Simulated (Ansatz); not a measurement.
# KCl (Sylvite): the cost of one run

Computed with Ansatz 0.2.0 (DFT PBEsol, scalar-relativistic, plane waves, PAW).

1 further run of the same task is left out (set aside as unsound or not needed).

### 1 The system as given

It takes space group Fm-3m (No. 225, cubic). The conventional cell has a = 6.378 Å, b = 6.378 Å, c = 6.378 Å, α = 90.00°, β = 90.00°, γ = 90.00°. Around K (site symmetry m-3m) lie 6 Cl at 3.19 Å. Cl (site symmetry m-3m) has 6 K at 3.19 Å as nearest neighbours.

Coordinates:

```
K Cl
1.0
     0.00000    3.18918    3.18918
     3.18918    0.00000    3.18918
     3.18918    3.18918    0.00000
K Cl
1 1
Direct
  0.00000 0.00000 0.00000
  0.50000 0.50000 0.50000
```

This cell was relaxed beforehand with the same method: volume 32.44 Å³/atom, gap on the mesh 5.05 eV.

### 2 Relaxing with PBEsol

input.yaml reads:

```yaml
crystal:
  lattice:
    - [0.0, 3.1891817107, 3.1891817107]
    - [3.1891817107, 0.0, 3.1891817107]
    - [3.1891817107, 3.1891817107, 0.0]
  atoms:
    - { symbol: K, position: [0.0, 0.0, 0.0] }
    - { symbol: Cl, position: [0.5, 0.5, 0.5] }
basis:
  ecutwfc: 420
kpoints:
  mp_grid: { grid: [6, 6, 6] }
hamiltonian:
  xc: pbesol
scf:
  occupations: { method: gaussian, width: 0.02 }
output:
  forces: true
  stress: true
  eigenvalues: true
  write_density: true
  write_potential: true
  elf: true
  volumetric_format: npy
relax:
  adjacent_minimum: "off"
  f_tol: 0.005
  max_steps: 50
  cell: { stress_tol: 0.05 }
```

Command:

```console
ansatz run input.yaml --threads 1 --pin off --max-ram 2560MiB --backend cpu --events-out ev --progress --plain --runs-dir out
```

Q: Estimate wall time and peak memory on 1 thread of Arm Neoverse V1, shared host.

About 5 s, with a peak of 0.3 GiB.
